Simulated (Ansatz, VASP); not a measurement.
# BAs: VASP beside Ansatz, part 2 of 2

One calculation is typed for both programs; each brings its own data sets. How far apart do they land? The cell is taken from a series of runs on this material, whose earlier steps may have relaxed, scaled, displaced or heated it; both programs get it as it stands.

VASP 6.6.1 and Ansatz 0.2.0.

So far: Set-up; Ansatz: zone-centre phonons, LDA.

**3. VASP: zone-centre phonons, LDA**

Level of this step: LDA; plane waves and PAW (B, As) (VASP).

The same cell, functional (in two slightly different forms) and mesh now go to VASP, with its own data sets.

Lines of VASP's logs that name or quote its potential files are left out, and so is its time.

Contents of INCAR:

```
SYSTEM = BAs
PREC = Accurate
ENCUT = 500
EDIFF = 1E-08
NELM = 120
ISMEAR = 0
SIGMA = 0.01
LREAL = .FALSE.
ALGO = Normal
GGA = CA
NBANDS = 10
LORBIT = 11
LWAVE = .FALSE.
LCHARG = .FALSE.
ISIF = 2
IBRION = 8
LEPSILON = .TRUE.
LASPH = .TRUE.
GGA_COMPAT = .FALSE.
EFERMI = MIDGAP
KPAR = 2
```

Contents of POSCAR:

```
BAs
1.0
    0.0000000000      2.2711977063      2.4149816407
    2.2711977063      0.0000000000      2.4149816407
    2.2711977063      2.2711977063      0.0000000000
B As
1 1
Direct
    0.0000000000      0.0000000000      0.0000000000
    0.7500000000      0.7500000000      0.7500000000
```

Contents of KPOINTS:

```
Automatic mesh
0
Gamma
12 12 12
0 0 0
```

Potentials, in the order of the species: B and As (LDA family, release 64).

Run with:

```sh
$ mpirun -np 2 vasp_std
```

Numbers of over 12 decimals in the logs are rounded to 6 here.

Output:

```text
[banner, memory and clock lines left out]
running    2 mpi-ranks, on    1 nodes
 distrk:  each k-point on    1 cores,    2 groups
 distr:  one band on    1 cores,    1 groups

 POSCAR found type information on POSCAR B As
 POSCAR found :  2 types and       2 ions
 LDA part: xc-table for (Slater(with rela. corr.)+CA(PZ))
 , standard interpolation
 POSCAR, INCAR and KPOINTS ok, starting setup
 FFT: planning ... GRIDC
 FFT: planning ... GRID_SOFT
 FFT: planning ... GRID
 WAVECAR not read
 entering main loop
       N       E                     dE             d eps       ncg     rms          rms(c)
DAV:   1     0.107598165648E+02    0.10760E+02   -0.37944E+03  3260   0.687E+02
DAV:   2    -0.131122028706E+02   -0.23872E+02   -0.22879E+02  4516   0.109E+02
DAV:   3    -0.137409551689E+02   -0.62875E+00   -0.62780E+00  3956   0.174E+01
DAV:   4    -0.137425359853E+02   -0.15808E-02   -0.15807E-02  3834   0.950E-01
DAV:   5    -0.137425384722E+02   -0.24869E-05   -0.24869E-05  3910   0.390E-02    0.570E+00
DAV:   6    -0.129397707262E+02    0.80277E+00   -0.20716E+00  3500   0.654E+00    0.269E+00
DAV:   7    -0.128349471002E+02    0.10482E+00   -0.27236E-01  3944   0.278E+00    0.945E-01
DAV:   8    -0.128204224307E+02    0.14525E-01   -0.26965E-02  3560   0.930E-01    0.114E-01
DAV:   9    -0.128204437234E+02   -0.21293E-04   -0.73226E-04  3780   0.187E-01    0.657E-02
DAV:  10    -0.128204472241E+02   -0.35007E-05   -0.86310E-05  3518   0.555E-02    0.158E-02
DAV:  11    -0.128204484476E+02   -0.12235E-05   -0.17669E-06  3882   0.955E-03    0.149E-02
DAV:  12    -0.128204482823E+02    0.16529E-06   -0.71597E-07  3586   0.382E-03    0.312E-03
DAV:  13    -0.128204482854E+02   -0.31340E-08   -0.25526E-08  3712   0.119E-03
   1 F= -.12820448E+02 E0= -.12820448E+02  d E =0.000000E+00
 Linear response reoptimize wavefunctions to high precision
DAV:   1    -0.128204482851E+02    0.33026E-09   -0.56911E-09  3596   0.351E-04
DAV:   2    -0.128204482851E+02   -0.13983E-10   -0.10959E-10  1962   0.895E-05
 Linear response G [H, r] |phi>, progress :
  Direction:   1
       N       E                     dE             d eps       ncg     rms
RMM:   1    -0.439738192172E+02   -0.43974E+02   -0.30165E+01  8218   0.452E+01
RMM:   2    -0.348500257613E+02    0.91238E+01   -0.21301E+00  5407   0.106E+01
RMM:   3    -0.348911884325E+02   -0.41163E-01    0.75605E-02  5685   0.817E-01
RMM:   4    -0.348998108142E+02   -0.86224E-02    0.88391E-03  5841   0.827E-02
RMM:   5    -0.349006358230E+02   -0.82501E-03    0.76814E-04  5831   0.913E-03
RMM:   6    -0.349007045573E+02   -0.68734E-04    0.83734E-05  5838   0.130E-03
RMM:   7    -0.349007116106E+02   -0.70533E-05    0.13468E-05  5098   0.332E-04
RMM:   8    -0.349007126607E+02   -0.10502E-05    0.32605E-06  4615   0.227E-04
RMM:   9    -0.349007127707E+02   -0.10997E-06    0.39028E-06  4185   0.220E-04
RMM:  10    -0.349007133189E+02   -0.54819E-06    0.69435E-06  3812   0.220E-04
RMM:  11    -0.349007157752E+02   -0.24563E-05    0.24942E-05  3326   0.220E-04
 Linear response G [H, r] |phi>, progress :
  Direction:   2
       N       E                     dE             d eps       ncg     rms
RMM:   1    -0.350646454775E+02   -0.35065E+02    0.20110E+01  8134   0.426E+01
RMM:   2    -0.298601482698E+02    0.52045E+01   -0.13172E+00  5377   0.920E+00
RMM:   3    -0.299085049453E+02   -0.48357E-01    0.78527E-02  5700   0.715E-01
RMM:   4    -0.299170691513E+02   -0.85642E-02    0.87498E-03  5878   0.727E-02
RMM:   5    -0.299178838734E+02   -0.81472E-03    0.75575E-04  5864   0.824E-03
RMM:   6    -0.299179517043E+02   -0.67831E-04    0.80226E-05  5783   0.117E-03
RMM:   7    -0.299179586826E+02   -0.69783E-05    0.10561E-05  5060   0.300E-04
RMM:   8    -0.299179597514E+02   -0.10688E-05   -0.39262E-07  4680   0.202E-04
RMM:   9    -0.299179597530E+02   -0.15854E-08   -0.16599E-07  4387   0.196E-04
RMM:  10    -0.299179597531E+02   -0.71534E-10   -0.30385E-07  3931   0.196E-04
RMM:  11    -0.299179597536E+02   -0.50848E-09    0.28339E-07  3436   0.196E-04
 Linear response G [H, r] |phi>, progress :
  Direction:   3
       N       E                     dE             d eps       ncg     rms
 LRF_COMMUTATOR internal error: the vector H(1)-e(1) S(1) |phi(0)> is not orthog
 onal to |phi(0)> (-1.011845281844170E-004,-3.713349072675953E-014)
RMM:   1    -0.383542792396E+02   -0.38354E+02   -0.85953E+00  8051   0.428E+01
 LRF_COMMUTATOR internal error: the vector H(1)-e(1) S(1) |phi(0)> is not orthog
 onal to |phi(0)> (-1.011845281844170E-004,-3.713349072675953E-014)
RMM:   2    -0.323921493013E+02    0.59621E+01   -0.20338E+00  5296   0.928E+00
 LRF_COMMUTATOR internal error: the vector H(1)-e(1) S(1) |phi(0)> is not orthog
 onal to |phi(0)> (-1.011845281844170E-004,-3.713349072675953E-014)
RMM:   3    -0.323905239966E+02    0.16253E-02   -0.17255E-02  5593   0.725E-01
RMM:   4    -0.323904259706E+02    0.98026E-04   -0.14726E-04  5756   0.723E-02
[...]
Direction:   2
       N       E                     dE             d eps       ncg     rms          rms(c)
RMM:   1    -0.478604831327E+00   -0.47860E+00   -0.20210E+00  7433   0.265E+00
RMM:   2    -0.487991489394E+00   -0.93867E-02   -0.44005E-03  5417   0.343E-01
RMM:   3    -0.488009333199E+00   -0.17844E-04   -0.22652E-05  5588   0.215E-02
[...]
RMM:   8    -0.596359047886E+00   -0.56320E-05   -0.17676E-09 15829   0.201E-04    0.942E-05
RMM:   9    -0.596357217613E+00    0.18303E-05   -0.28699E-09 15180   0.946E-05    0.199E-05
RMM:  10    -0.596357262268E+00   -0.44655E-07   -0.20337E-10  9229   0.227E-05    0.339E-06
 change of polarisation eV/A/(eV/A) component  2 :     0.214     1.127     0.019
 dielectric tensor                  component  2 :     1.554     9.182     0.135
 Linear response to external field, progress :
  Direction:   3
       N       E                     dE             d eps       ncg     rms          rms(c)
RMM:   1    -0.655973106862E+00   -0.65597E+00   -0.30319E+00 12647   0.295E+00
RMM:   2    -0.668762907457E+00   -0.12790E-01   -0.69072E-03  9183   0.387E-01    0.123E+00
RMM:   3    -0.653550175330E+00    0.15213E-01   -0.59905E-03  9411   0.453E-01    0.701E-01
RMM:   4    -0.672369451123E+00   -0.18819E-01   -0.78072E-03  9245   0.532E-01    0.696E-02
RMM:   5    -0.675177252366E+00   -0.28078E-02   -0.11790E-04  9533   0.697E-02    0.742E-03
RMM:   6    -0.675271169953E+00   -0.93918E-04   -0.59325E-07  9657   0.573E-03    0.410E-03
RMM:   7    -0.675311621350E+00   -0.40451E-04   -0.11024E-07  9754   0.250E-03    0.274E-04
RMM:   8    -0.675318134930E+00   -0.65136E-05   -0.65187E-10  8870   0.153E-04    0.875E-05
RMM:   9    -0.675316483534E+00    0.16514E-05   -0.36100E-10  8491   0.729E-05    0.870E-06
 change of polarisation eV/A/(eV/A) component  3 :     0.441     0.090     1.276
 dielectric tensor                  component  3 :     3.200     0.656    10.267
 Linear response DOF=           4
 Linear response progress:
  Degree of freedom:   1/  4
       N       E                     dE             d eps       ncg     rms          rms(c)
RMM:   1    -0.455413237938E-01   -0.45541E-01   -0.26643E-03 22988   0.110E+00
RMM:   2    -0.424628263812E-01    0.30785E-02   -0.10856E-03 14971   0.214E-01    0.112E-01
RMM:   3    -0.424799837549E-01   -0.17157E-04   -0.18104E-04 15800   0.774E-02    0.575E-02
RMM:   4    -0.428127783409E-01   -0.33279E-03   -0.16011E-04 15394   0.716E-02    0.770E-03
RMM:   5    -0.427975158800E-01    0.15262E-04   -0.81710E-07 16516   0.737E-03    0.829E-04
RMM:   6    -0.427958230088E-01    0.16929E-05   -0.83142E-09 16298   0.599E-04    0.281E-04
RMM:   7    -0.427949223311E-01    0.90068E-06   -0.40411E-09 16769   0.291E-04    0.504E-05
RMM:   8    -0.427949899579E-01   -0.67627E-07   -0.14334E-09 16949   0.413E-05    0.155E-05
RMM:   9    -0.427949479078E-01    0.42050E-07   -0.11568E-09 17410   0.207E-05    0.151E-06
RMM:  10    -0.427949482787E-01   -0.37089E-09   -0.87071E-10 14710   0.115E-05    0.467E-07
 first order change of Fermi-energy   0.22079E-04
 force on displaced ion       1 direction 1 : -19.269  -0.000  -0.000
 Born effective charge ion    1 direction 1 :  -0.774   0.000   0.000
 Linear response progress:
  Degree of freedom:   2/  4
       N       E                     dE             d eps       ncg     rms          rms(c)
RMM:   1    -0.455129329750E-01   -0.45513E-01    0.31922E-03 13278   0.111E+00
RMM:   2    -0.426011894038E-01    0.29117E-02   -0.11217E-03  8836   0.220E-01    0.118E-01
RMM:   3    -0.425953482166E-01    0.58412E-05   -0.21216E-04  9087   0.840E-02    0.606E-02
RMM:   4    -0.429438845583E-01   -0.34854E-03   -0.19198E-04  8960   0.780E-02    0.749E-03
RMM:   5    -0.429229697277E-01    0.20915E-04   -0.78232E-07  9540   0.743E-03    0.757E-04
RMM:   6    -0.429219700862E-01    0.99964E-06   -0.81560E-09  9461   0.553E-04    0.307E-04
RMM:   7    -0.429214495764E-01    0.52051E-06   -0.28498E-09  9694   0.156E-04    0.405E-05
RMM:   8    -0.429215426467E-01   -0.93070E-07   -0.27707E-09  9724   0.328E-05    0.815E-06
RMM:   9    -0.429215364118E-01    0.62349E-08   -0.22495E-09 10192   0.189E-05    0.143E-06
 first order change of Fermi-energy   0.37524E+01
 force on displaced ion       1 direction 3 :  -0.000  -0.000 -19.499
 Born effective charge ion    1 direction 3 :   0.000   0.000  -0.707
 Linear response progress:
  Degree of freedom:   3/  4
       N       E                     dE             d eps       ncg     rms          rms(c)
RMM:   1    -0.395898958076E-01   -0.39590E-01    0.23429E-02 23282   0.114E+00
RMM:   2    -0.371653197892E-01    0.24246E-02   -0.86821E-04 15287   0.211E-01    0.980E-02
RMM:   3    -0.370727071041E-01    0.92613E-04   -0.14436E-05 16333   0.258E-02    0.575E-02
RMM:   4    -0.371270322724E-01   -0.54325E-04   -0.18015E-05 16043   0.296E-02    0.317E-03
RMM:   5    -0.371204906388E-01    0.65416E-05   -0.75603E-08 16897   0.225E-03    0.876E-04
RMM:   6    -0.371167458609E-01    0.37448E-05   -0.39126E-09 16735   0.400E-04    0.112E-04
RMM:   7    -0.371165072434E-01    0.23862E-06   -0.21862E-09 17223   0.505E-05    0.565E-05
RMM:   8    -0.371165238899E-01   -0.16646E-07   -0.21556E-09 17385   0.241E-05    0.317E-06
RMM:   9    -0.371165315951E-01   -0.77052E-08   -0.48008E-09 16144   0.139E-05    0.552E-07
 first order change of Fermi-energy  -0.97463E-05
 force on displaced ion       2 direction 1 : -19.264   0.000   0.000
 Born effective charge ion    2 direction 1 :   0.769   0.000   0.000
 Linear response progress:
  Degree of freedom:   4/  4
       N       E                     dE             d eps       ncg     rms          rms(c)
RMM:   1    -0.400808996454E-01   -0.40081E-01    0.29552E-02 13213   0.116E+00
RMM:   2    -0.377444019357E-01    0.23365E-02   -0.89800E-04  8907   0.214E-01    0.106E-01
RMM:   3    -0.376696030062E-01    0.74799E-04   -0.15339E-05  9461   0.280E-02    0.618E-02
RMM:   4    -0.377647241675E-01   -0.95121E-04   -0.19165E-05  9274   0.314E-02    0.355E-03
RMM:   5    -0.377511721193E-01    0.13552E-04   -0.16615E-07  9829   0.303E-03    0.943E-04
RMM:   6    -0.377474765309E-01    0.36956E-05   -0.40609E-09  9822   0.400E-04    0.276E-04
RMM:   7    -0.377466605659E-01    0.81596E-06   -0.79703E-09  9943   0.189E-04    0.235E-05
RMM:   8    -0.377466747551E-01   -0.14189E-07   -0.71292E-09 10110   0.307E-05    0.100E-05
RMM:   9    -0.377466560395E-01    0.18716E-07   -0.61863E-09  9977   0.180E-05    0.113E-06
RMM:  10    -0.377466579566E-01   -0.19172E-08   -0.96868E-09  7882   0.147E-05    0.299E-07
 first order change of Fermi-energy  -0.37519E+01
 force on displaced ion       2 direction 3 :   0.000   0.000 -19.497
 Born effective charge ion    2 direction 3 :   0.000   0.000   0.704
 Born effective charges drift removed
 Linear response finished
```

OUTCAR, selected parts (step 3):

```text
ion  position               nearest neighbor table
   1  0.000  0.000  0.000-   2 2.01   2 2.01   2 2.01   2 2.01
   2  0.750  0.750  0.750-   1 2.01   1 2.01   1 2.01   1 2.01

  LATTYP: Found a body centered tetragonal cell.
 ALAT       =     3.2119585991
 C/A-ratio  =     1.5037439408

 Subroutine GETGRP returns: Found  8 space group operations
 (whereof  8 operations were pure point group operations)

The static configuration has the point symmetry D_2d.

 Found    163 irreducible k-points:

   k-points           NKPTS =    163   k-points in BZ     NKDIM =    163   number of bands    NBANDS=     10

   dimension x,y,z NGX =    24 NGY =   24 NGZ =   24
   dimension x,y,z NGXF=    48 NGYF=   48 NGZF=   48

   ENCUT  =  500.0 eV  36.75 Ry    6.06 a.u.   6.04  6.04  5.86*2*pi/ulx,y,z

   NELECT =       8.0000    total number of electrons

 k-points in reciprocal lattice and weights: Automatic mesh
   0.00000000  0.00000000  0.00000000       0.001
   0.08333333 -0.00000000  0.00000000       0.005
   0.16666667 -0.00000000  0.00000000       0.005
   0.25000000 -0.00000000  0.00000000       0.005
   0.33333333 -0.00000000  0.00000000       0.005
   0.41666667 -0.00000000  0.00000000       0.005
   0.50000000 -0.00000000  0.00000000       0.002
   0.08333333  0.08333333  0.00000000       0.001
   0.16666667  0.08333333  0.00000000       0.005
[...]
-0.33333333  0.16666667  0.50000000       0.002
  -0.25000000  0.25000000  0.50000000       0.001

 average (electrostatic) potential at core
       1 -30.7964       2 -51.0374

  Total        2.5568676      2.5568676      0.2152964      0.0000000      0.0000000      0.0000000
  in kB      164.4239652    164.4239652     13.8450222      0.0000000      0.0000000      0.0000000
  external PRESSURE =     114.2309842 kB  Pullay stress =       0.0000000 kB

  energy-cutoff  :      500.00
  volume of cell :       24.91
      direct lattice vectors                 reciprocal lattice vectors
     0.000000000  2.271197706  2.414981641    -0.220148162  0.220148162  0.207040911
     2.271197706  0.000000000  2.414981641     0.220148162 -0.220148162  0.207040911
     2.271197706  2.271197706  0.000000000     0.220148162  0.220148162 -0.207040911

 POSITION                                       TOTAL-FORCE (eV/Angst)
 -----------------------------------------------------------------------------------
      0.00000      0.00000      0.00000         0.000000     -0.000000     -0.000000
      3.40680      3.40680      3.62247         0.000000      0.000000      0.000000
 -----------------------------------------------------------------------------------
    total drift:                                0.000000      0.000000     -0.000000

 MACROSCOPIC STATIC DIELECTRIC TENSOR (including local field effects in DFT)
 ------------------------------------------------------
           9.182234     0.000000     0.000000
          -0.000000     9.182234    -0.000000
          -0.000000    -0.000000    10.266965
 ------------------------------------------------------

 PIEZOELECTRIC TENSOR (including local field effects)  for field in x, y, z        (C/m^2)
          XX          YY          ZZ          XY          YZ          ZX
  --------------------------------------------------------------------------------
  x     0.00000     0.00000    -0.00000     0.00000    -0.23370     0.00000
  y     0.00000     0.00000    -0.00000     0.00000     0.00000    -0.23370
  z     0.00000     0.00000     0.00000    -0.13731     0.00000     0.00000

 BORN EFFECTIVE CHARGES (including local field effects) (in |e|, cummulative output)
 ---------------------------------------------------------------------------------
 ion    1
    1    -0.77089     0.00000     0.00000
    2     0.00000    -0.77089     0.00000
    3     0.00000     0.00000    -0.70512
 ion    2
    1     0.77089     0.00000     0.00000
    2     0.00000     0.77089     0.00000
    3     0.00000     0.00000     0.70512

 Eigenvectors and eigenvalues of the dynamical matrix
 ----------------------------------------------------

   1 f  =   22.459041 THz   141.114315 2PiTHz  749.152959 cm-1    92.883087 meV
             X         Y         Z           dx          dy          dz
      0.000000  0.000000  0.000000    -0.000000    0.000000    0.934831
      3.406797  3.406797  3.622472    -0.000000    0.000000   -0.355092

   2 f  =   22.325646 THz   140.276172 2PiTHz  744.703395 cm-1    92.331412 meV
             X         Y         Z           dx          dy          dz
      0.000000  0.000000  0.000000     0.000000    0.934841   -0.000000
      3.406797  3.406797  3.622472     0.000000   -0.355067    0.000000

   3 f  =   22.325646 THz   140.276172 2PiTHz  744.703395 cm-1    92.331412 meV
             X         Y         Z           dx          dy          dz
      0.000000  0.000000  0.000000     0.934841   -0.000000    0.000000
      3.406797  3.406797  3.622472    -0.355067    0.000000    0.000000

   4 f/i=    0.000350 THz     0.002201 2PiTHz    0.011683 cm-1     0.001448 meV
             X         Y         Z           dx          dy          dz
      0.000000  0.000000  0.000000     0.000000    0.000000    0.355092
      3.406797  3.406797  3.622472     0.000000    0.000000    0.934831

   5 f/i=    0.000960 THz     0.006032 2PiTHz    0.032023 cm-1     0.003970 meV
             X         Y         Z           dx          dy          dz
      0.000000  0.000000  0.000000    -0.039902   -0.352817    0.000000
      3.406797  3.406797  3.622472    -0.105055   -0.928919    0.000000

   6 f/i=    0.000960 THz     0.006032 2PiTHz    0.032023 cm-1     0.003970 meV
             X         Y         Z           dx          dy          dz
      0.000000  0.000000  0.000000     0.352817   -0.039902    0.000000
      3.406797  3.406797  3.622472     0.928919   -0.105055    0.000000

 MACROSCOPIC STATIC DIELECTRIC TENSOR IONIC CONTRIBUTION
 ------------------------------------------------------
           0.224032     0.000000    -0.000000
           0.000000     0.224032     0.000000
          -0.000000     0.000000     0.185201
 ------------------------------------------------------

 ELASTIC MODULI CONTR FROM IONIC RELAXATION (kBar)
 Direction    XX          YY          ZZ          XY          YZ          ZX
 --------------------------------------------------------------------------------
 XX           0.0000      0.0000      0.0000      0.0000      0.0000      0.0000
 YY           0.0000      0.0000      0.0000      0.0000      0.0000      0.0000
 ZZ           0.0000      0.0000      0.0000      0.0000      0.0000      0.0000
 XY           0.0000      0.0000      0.0000   -339.1199      0.0000     -0.0000
 YZ           0.0000      0.0000      0.0000      0.0000   -381.2126     -0.0000
 ZX           0.0000      0.0000      0.0000     -0.0000     -0.0000   -374.1798
 --------------------------------------------------------------------------------

 PIEZOELECTRIC TENSOR IONIC CONTR  for field in x, y, z        (C/m^2)
          XX          YY          ZZ          XY          YZ          ZX
  --------------------------------------------------------------------------------
  x     0.00000     0.00000     0.00000    -0.00000     0.27499     0.00000
  y     0.00000     0.00000     0.00000     0.00000     0.00000     0.27244
  z     0.00000     0.00000     0.00000     0.23581    -0.00000     0.00000
```

**4. Differences**

Known differences besides the potentials themselves: the two LDA forms differ slightly; fixed occupations in Ansatz, narrow Gaussian smearing in VASP; VASP's response is taken on the typed mesh, Ansatz refines its own for the field response alone; the data sets hold 18 valence electrons in Ansatz (on its PAW soft_1 files) and 8 in VASP; the cutoff is 420 eV in Ansatz and 500 eV in VASP; VASP's log shows a relativistic correction to its local exchange, Ansatz's none; VASP's log repeats an internal error in its field response. Total energies have different zeros and are not compared.

The two programs side by side:

| quantity | Ansatz | VASP | difference |
| --- | --- | --- | --- |
| ε∞ xx | 9.19 | 9.18 | +0.11 % |
| ε∞ yy | 9.19 | 9.18 | +0.11 % |
| ε∞ zz | 10.29 | 10.27 | +0.22 % |
| Born charge of B1 (mean of the diagonal) (e) | -0.70 | -0.75 | +0.05 |
| Born charge of As2 (mean of the diagonal) (e) | 0.70 | 0.75 | -0.05 |
| optical mode 1 to 2 (cm⁻¹) | 739.6 | 744.7 | -0.69 % |
| optical mode 3 (cm⁻¹) | 743.0 | 749.2 | -0.82 % |

Modes are paired by rising frequency, not by their patterns, so a pair may set unlike modes beside each other; they are those without the splitting of longitudinal modes.

**5. Outcome**

| Item | Value |
| --- | --- |
| r.m.s. difference of the optical zone-centre modes, each program's sorted by frequency (zone-centre phonons, LDA) | 5.5 cm⁻¹ |
| difference in optical mode 3 (zone-centre phonons, LDA) | -0.8 % |

The r.m.s. difference of the optical zone-centre modes, each program's sorted by frequency is 5.5 cm⁻¹ (zone-centre phonons, LDA). The data sets hold unlike numbers of valence electrons (18 in Ansatz and 8 in VASP), so part of the differences comes from the potentials. Among the rows given in per cent, the largest difference of the zone-centre phonons, LDA pair is in optical mode 3, -0.8 %. How closely two codes agree says nothing of how well the functional describes the real material.

[Lines on the potential files, build, host, timing and source positions are cut from VASP's logs without a mark.]

[Logs are printed without paths, hosts, clocks, repeated set-up lines and the standing remarks that a program may print on its own settings, such as how far it seeks lower states.]

[Hosts, paths, dates, database ids (printed as entryN), source tags and the programs' standing remarks are cut or masked in the printed files.]
